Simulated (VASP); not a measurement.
# K (Fm-3m) in VASP: further runs

The runs below take K through single point, relaxation of cell and atoms, atomic charges, with PBE, vdW-DF-cx, revPBE.

All numbers are computed with VASP 6.6.1; they aren't measurements. Logs are shortened: lines on timing, memory, paths and dates and some standing lists are left out, and cuts for length are marked.

**1. Starting point**

Symmetry: Fm-3m, No. 225, cubic system. Conventional cell: a = 6.784 Å, b = 6.784 Å, c = 6.784 Å, α = 90.00°, β = 90.00°, γ = 90.00°.

This isn't the form of K at room conditions, which is bcc.

**2. Single point, PBE**

The input, INCAR:

```
PREC = Accurate ; ENCUT = 520
EDIFF = 1E-7 ; ISMEAR = 0
SIGMA = 0.1 ; LREAL = F
LASPH = T ; NELM = 60
ALGO = Normal ; ISIF = 2
LWAVE = F ; LCHARG = T
GGA = PE ; LELF = T
LVHAR = T
```

The input, KPOINTS:

```
Automatic mesh
0
Gamma
  7 7 7
```

The input, POSCAR:

```
K
1.0
    0.0000000000      3.3918728180      3.3918728180
    3.3918728180      0.0000000000      3.3918728180
    3.3918728180      3.3918728180      0.0000000000
K
1
Cartesian
    0.0000000000      0.0000000000      0.0000000000
```

Potentials or basis: VASP PAW PBE potentials, release 64 (K_sv).

Run with:

```
$ cat potpaw_PBE.64/K_sv/POTCAR > POTCAR
$ mpirun -np 1 vasp_std > vasp.out
```

OUTCAR:

```text
PREC = Accurate
   ENCUT = 520
   EDIFF = 1E-7
   ISMEAR = 0
   LREAL = F
   LASPH = T
   NELM = 60
   ISIF = 2
   GGA = PE

 ion  position               nearest neighbor table
   1  0.000  0.000  0.000-

  LATTYP: Found a face centered cubic cell.
 ALAT       =     6.7837456360

  Lattice vectors:

 A1 = (   0.0000000000,   3.3918728180,   3.3918728180)
 A2 = (   3.3918728180,   0.0000000000,   3.3918728180)
 A3 = (   3.3918728180,   3.3918728180,   0.0000000000)

Analysis of symmetry for initial positions (statically):
=====================================================================
 Subroutine PRICEL returns:
 Original cell was already a primitive cell.

 Routine SETGRP: Setting up the symmetry group for a
 face centered cubic supercell.

 Subroutine GETGRP returns: Found 48 space group operations
 (whereof 48 operations were pure point group operations)
 out of a pool of 48 trial point group operations.

The static configuration has the point symmetry O_h .

Analysis of symmetry for dynamics (positions and initial velocities):
=====================================================================
 Subroutine PRICEL returns:
 Original cell was already a primitive cell.

 Routine SETGRP: Setting up the symmetry group for a
 face centered cubic supercell.

 Subroutine GETGRP returns: Found 48 space group operations
 (whereof 48 operations were pure point group operations)
 out of a pool of 48 trial point group operations.

The dynamic configuration has the point symmetry O_h .

 Subroutine INISYM returns: Found 48 space group operations
 (whereof 48 operations are pure point group operations),
 and found     1 'primitive' translations

----------------------------------------------------------------------------------------

                                     Primitive cell

  volume of cell :      78.0456

  direct lattice vectors                    reciprocal lattice vectors
     0.000000000  3.391872818  3.391872818    -0.147411188  0.147411188  0.147411188
     3.391872818  0.000000000  3.391872818     0.147411188 -0.147411188  0.147411188
     3.391872818  3.391872818  0.000000000     0.147411188  0.147411188 -0.147411188

  length of vectors
     4.796832541  4.796832541  4.796832541     0.255323666  0.255323666  0.255323666

  position of ions in fractional coordinates (direct lattice)
     0.000000000  0.000000000  0.000000000

  ion indices of the primitive-cell ions
   primitive index   ion index
                 1           1

----------------------------------------------------------------------------------------

 KPOINTS: Automatic mesh

Automatic generation of k-mesh.
 Grid dimensions read from file:
 generate k-points for:    7    7    7

 Generating k-lattice:

  Cartesian coordinates                     Fractional coordinates (reciprocal lattice)
    -0.021058741  0.021058741  0.021058741     0.142857143  0.000000000  0.000000000
     0.021058741 -0.021058741  0.021058741     0.000000000  0.142857143  0.000000000
     0.021058741  0.021058741 -0.021058741     0.000000000  0.000000000  0.142857143

  Length of vectors
     0.036474809  0.036474809  0.036474809

  Shift w.r.t. Gamma in fractional coordinates (k-lattice)
     0.000000000  0.000000000  0.000000000

 Subroutine IBZKPT returns following result:
 ===========================================

 Found     20 irreducible k-points:

 Following reciprocal coordinates:
            Coordinates               Weight
  0.000000  0.000000  0.000000      1.000000
  0.142857  0.000000  0.000000      8.000000
  0.285714  0.000000  0.000000      8.000000
  0.428571  0.000000  0.000000      8.000000
  0.142857  0.142857  0.000000      6.000000
  0.285714  0.142857  0.000000     24.000000
[... 12 lines left out ...]
 -0.428571  0.428571  0.142857     24.000000
 -0.285714  0.428571  0.142857     24.000000
   k-points           NKPTS =     20   k-points in BZ     NKDIM =     20   number of bands    NBANDS=      8
   number of dos      NEDOS =    301   number of ions     NIONS =      1
   total plane-waves  NPLWV =  46656
   dimension x,y,z NGX =    36 NGY =   36 NGZ =   36
   dimension x,y,z NGXF=    72 NGYF=   72 NGZF=   72
   ions per type =               1
   NGX,Y,Z   is equivalent  to a cutoff of  12.48, 12.48, 12.48 a.u.
   NGXF,Y,Z  is equivalent  to a cutoff of  24.95, 24.95, 24.95 a.u.
 SYSTEM =  unknown system
   PREC   = accura    normal or accurate (medium, high low for compatibility)
   ISTART =      0    job   : 0-new  1-cont  2-samecut
   ICHARG =      2    charge: 1-file 2-atom 10-const
   ISPIN  =      1    spin polarized calculation?
   LNONCOLLINEAR =      F non collinear calculations
   LSORBIT =      F    spin-orbit coupling
   LASPH  =      T    aspherical Exc in radial PAW
   ENCUT  =  520.0 eV  38.22 Ry    6.18 a.u.   8.92  8.92  8.92*2*pi/ulx,y,z
   NELM   =     60;   NELMIN=  2; NELMDL= -5     # of ELM steps
   EDIFF  = 0.1E-06   stopping-criterion for ELM
   LREAL  =      F    real-space projection
   EDIFFG = 0.1E-05   stopping-criterion for IOM
   NSW    =      0    number of steps for IOM
   IBRION =     -1    ionic relax: 0-MD 1-quasi-New 2-CG
   NFREE  =      0    steps in history (QN), initial steepest desc. (CG)
   ISIF   =      2    stress and relaxation
   ISYM   =      2    0-nonsym 1-usesym 2-fastsym
   POTIM  = 0.5000    time-step for ionic-motion
   TEBEG  =    0.0;   TEEND  =   0.0 temperature during run
   PSTRESS=    0.0 pullay stress
   NELECT =       9.0000    total number of electrons
   NUPDOWN=      -1.0000    fix difference up-down
   EMIN   =  10.00;   EMAX   =-10.00  energy-range for DOS
   EFERMI =   0.00;   METHOD = LEGACY
   ISMEAR =     0;   SIGMA  =   0.10  broadening in eV -4-tet -1-fermi 0-gaus
   EFERMI_NEDOS =   21; number of points for ismear=-14 and -15
   IALGO  =     38    algorithm
   IMIX   =      4    mixing-type and parameters
     AMIX     =   0.40;   BMIX     =  1.00
     AMIX_MAG =   1.60;   BMIX_MAG =  1.00
  volume/ion in A,a.u.               =      78.05       526.68
  Fermi-wavevector in a.u.,A,eV,Ry     =   0.796843  1.505815  8.639139  0.634959
  Thomas-Fermi vector in A             =   1.903445
   LORBIT       =      0    0 simple, 1 ext, 2 COOP (PROOUT), +10 PAW based schemes
   GGA     = PE    functional components
   LHFCALC =     F    Hartree Fock is set to
   AEXX    =    0.0000 exact exchange contribution
   IVDW    =     0    specifies the selected vdW correction
   LEPSILON=     F    determine dielectric tensor
   LRPA    =     F    only Hartree local field effects (RPA)
 non-spin polarized calculation
 Gauss-broadening in eV      SIGMA  =   0.10
  energy-cutoff  :      520.00
  volume of cell :       78.05
 maximum number of plane-waves:      2126
   NGX = 17   NGY = 17   NGZ = 17

 number of electron       9.0000001 magnetization

 Free energy of the ion-electron system (eV)
  ---------------------------------------------------
  ext. energy  EPLUGINS =         0.00000000
  ---------------------------------------------------
  free energy    TOTEN  =        -1.05598406 eV

  energy without entropy =       -1.05453922  energy(sigma->0) =       -1.05526164

 E-fermi :  -0.1591     XC(G=0):  -5.5099

 val. band max:       -0.4202925132   @ k =   0.4286   0.2857   0.0000
 cond. band min:      -0.1013473733   @ k =  -0.2857   0.2857   0.0000
 fundamental gap:      0.3189451399
 Fermi energy:        -0.1590521083

 k-point     1 :       0.0000    0.0000    0.0000
  band No.  band energies     occupation
      1     -32.4112      2.00000
      2     -15.8652      2.00000
      3     -15.8652      2.00000
      4     -15.8652      2.00000
      5      -2.3200      2.00000
      6       3.9062      0.00000
      7       3.9062      0.00000
      8       3.9062      0.00000

 k-point     2 :       0.1429    0.0000    0.0000
  band No.  band energies     occupation
      1     -32.4107      2.00000
      2     -15.8754      2.00000
      3     -15.8666      2.00000
      4     -15.8666      2.00000
      5      -2.0927      2.00000
      6       3.3079      0.00000
      7       3.9757      0.00000
      8       3.9757      0.00000

 k-point     3 :       0.2857    0.0000    0.0000
  band No.  band energies     occupation
      1     -32.4095      2.00000
      2     -15.8980      2.00000
      3     -15.8698      2.00000
      4     -15.8698      2.00000
      5      -1.4367      2.00000
      6       2.1343      0.00000
      7       3.9114      0.00000
      8       3.9114      0.00000

 k-point     4 :       0.4286    0.0000    0.0000
  band No.  band energies     occupation
      1     -32.4086      2.00000
      2     -15.9160      2.00000
      3     -15.8724      2.00000
      4     -15.8724      2.00000
      5      -0.4309      1.99988
      6       0.8301      0.00000
      7       3.7266      0.00000
      8       3.7266      0.00000

 k-point     5 :       0.1429    0.1429    0.0000
  band No.  band energies     occupation
      1     -32.4105      2.00000
      2     -15.8750      2.00000
      3     -15.8689      2.00000
      4     -15.8689      2.00000
      5      -2.0176      2.00000
      6       3.3541      0.00000
      7       3.9339      0.00000
      8       3.9339      0.00000
[... 133 lines left out ...]
 k-point    18 :      -0.4286    0.2857    0.1429
  band No.  band energies     occupation
      1     -32.4080      2.00000
      2     -15.9084      2.00000
      3     -15.8888      2.00000
      4     -15.8779      2.00000
      5       0.0820      0.00065
      6       1.2334      0.00000
      7       2.4091      0.00000
      8       3.6002      0.00000

 k-point    19 :      -0.4286    0.4286    0.1429
  band No.  band energies     occupation
      1     -32.4077      2.00000
      2     -15.9091      2.00000
      3     -15.8897      2.00000
      4     -15.8836      2.00000
      5       0.3675      0.00000
      6       1.7086      0.00000
      7       1.8337      0.00000
      8       3.2946      0.00000

 k-point    20 :      -0.2857    0.4286    0.1429
  band No.  band energies     occupation
      1     -32.4076      2.00000
      2     -15.9024      2.00000
      3     -15.8992      2.00000
      4     -15.8827      2.00000
      5       0.9473      0.00000
      6       1.3829      0.00000
      7       1.4882      0.00000
      8       3.0363      0.00000

------------------------ aborting loop because EDIFF is reached ----------------------------------------

  FORCE on cell =-STRESS in cart. coord.  units (eV):
  Direction    XX          YY          ZZ          XY          YZ          ZX
  --------------------------------------------------------------------------------------
  -------------------------------------------------------------------------------------
  Total       -0.0967332     -0.0967332     -0.0967332      0.0000000     -0.0000000      0.0000000
  in kB       -1.9858086     -1.9858086     -1.9858086      0.0000000     -0.0000000      0.0000000
  external PRESSURE =      -1.9858086 kB  Pullay stress =       0.0000000 kB

 VOLUME and BASIS-vectors are now :
 -----------------------------------------------------------------------------
  energy-cutoff  :      520.00
  volume of cell :       78.05
      direct lattice vectors                 reciprocal lattice vectors
     0.000000000  3.391872818  3.391872818    -0.147411188  0.147411188  0.147411188
     3.391872818  0.000000000  3.391872818     0.147411188 -0.147411188  0.147411188
     3.391872818  3.391872818  0.000000000     0.147411188  0.147411188 -0.147411188

 POSITION                                       TOTAL-FORCE (eV/Angst)
 -----------------------------------------------------------------------------------
      0.00000      0.00000      0.00000         0.000000      0.000000      0.000000
 -----------------------------------------------------------------------------------
    total drift:                               -0.000000      0.000000      0.000000

  FREE ENERGIE OF THE ION-ELECTRON SYSTEM (eV)
  ---------------------------------------------------
  free  energy   TOTEN  =        -1.0559840552 eV

  energy  without entropy=       -1.0545392249  energy(sigma->0) =       -1.05526164
```

Wall time 12 s (1 thread of Intel Xeon Platinum 8488C (Sapphire Rapids), shared host); peak memory 0.2 GiB.

Results:

```yaml
Free_energy: -1.0560 eV
Pressure: -0.2 GPa
Band_gap_on_the_k_mesh: none (metal or under the smearing width)
```

[end of part 1 of 3]
